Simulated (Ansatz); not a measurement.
# What a trial cell of Zr relaxes into

These are results of Ansatz, DFT r2SCAN, scalar-relativistic, plane waves, PAW, not measurements. Cutoff 500 eV, Γ-centred k mesh, Gaussian smearing, no spin polarisation in the final step.

Zr was placed on the omega structure type (P6/mmm, No. 191), at a guessed volume.

```
CELL_PARAMETERS angstrom
5.36343 0.00000 0.00000
-2.68171 4.64487 0.00000
0.00000 0.00000 3.28802
ATOMIC_POSITIONS crystal
Zr 0.00000 0.00000 0.00000
Zr 0.33333 0.66667 0.50000
Zr 0.66667 0.33333 0.50000
```

Cell and atoms relax at zero pressure; the relaxation can't lower the symmetry of the start. After a coarse first stage the cell is made exact in the group found at 0.06 Å.

Describe the relaxed structure.

It keeps P6/mmm (No. 191). The result has the omega structure. Conventional cell: a = 5.038 Å, c = 3.158 Å. Around Zr on Wyckoff site a (1 atom of the primitive cell) lie 14 Zr at 3.16–3.31 Å; Zr on Wyckoff site d (2 atoms of the primitive cell) is coordinated by 3 Zr at 2.91 Å and 8 Zr at 3.16–3.31 Å.

Space group P6/mmm (No. 191). a = 5.038 Å, b = 5.038 Å, c = 3.158 Å, α = 90.00°, β = 90.00°, γ = 120.00°
```json
{"atom": "Zr", "site": "1a", "symmetry": "6/mmm", "x": "0.0000", "y": "0.0000", "z": "0.0000"}
{"atom": "Zr", "site": "2d", "symmetry": "-6m2", "x": "0.3333", "y": "0.6667", "z": "0.5000"}
```

What are its volume, density and gap?

The volume per atom is 23.14 Å³, the density is 6.55 g/cm³ and the gap on the 12×12×14 mesh is 0 eV (a metal).

The final run used a 12×12×14 mesh on its 3-atom cell and 0.10 eV smearing. Symmetry constrained the relaxation, so the result can be a saddle point. The steps took of the order of 2.3 core-minutes in all.